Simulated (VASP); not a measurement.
A run of VASP 6.6.1:

Contents of INCAR:

```
SYSTEM = Mn
PREC = Accurate
ENCUT = 520
EDIFF = 1E-7
ISMEAR = 0
SIGMA = 0.05
LREAL = .FALSE.
LASPH = .TRUE.
NELM = 120
ALGO = Normal
ISIF = 2
LWAVE = .FALSE.
LCHARG = .FALSE.
ISPIN = 2
MAGMOM = 4
LORBIT = 11
LMAXMIX = 4
LDIPOL = .TRUE.
IDIPOL = 3
DIPOL = 0.5 0.5 0.294
GGA = PS
IBRION = 2
NSW = 60
EDIFFG = -0.01
```

File KPOINTS:

```
regular mesh
0
G
  10 10 1
  0 0 0
```

The input POSCAR:

```
Mn
1.0
    2.6143200000      0.0000000000      0.0000000000
    0.0000000000      2.6143200000      0.0000000000
    0.0000000000      0.0000000000     23.8000000000
Mn
1
Selective dynamics
Direct
    0.0000000000      0.0000000000      0.2941200000  F F F
```

Potentials or basis: VASP PAW PBE potentials, release 64 (Mn_pv).

Command:

```bash
$ cat potpaw_PBE.64/Mn_pv/POTCAR > POTCAR
$ mpirun -np 1 vasp_std > vasp.out
```

Hardware: 1 thread of Intel(R) Xeon(R) Platinum 8488C (Sapphire Rapids) (shared host).

Question: Estimate the wall time of this run.

Answer: Run time: 96 s on 1 thread of Intel(R) Xeon(R) Platinum 8488C (Sapphire Rapids) (shared host), peak memory 0.32 GiB. Counts: scf iterations 34, k points 21, ion steps 1.
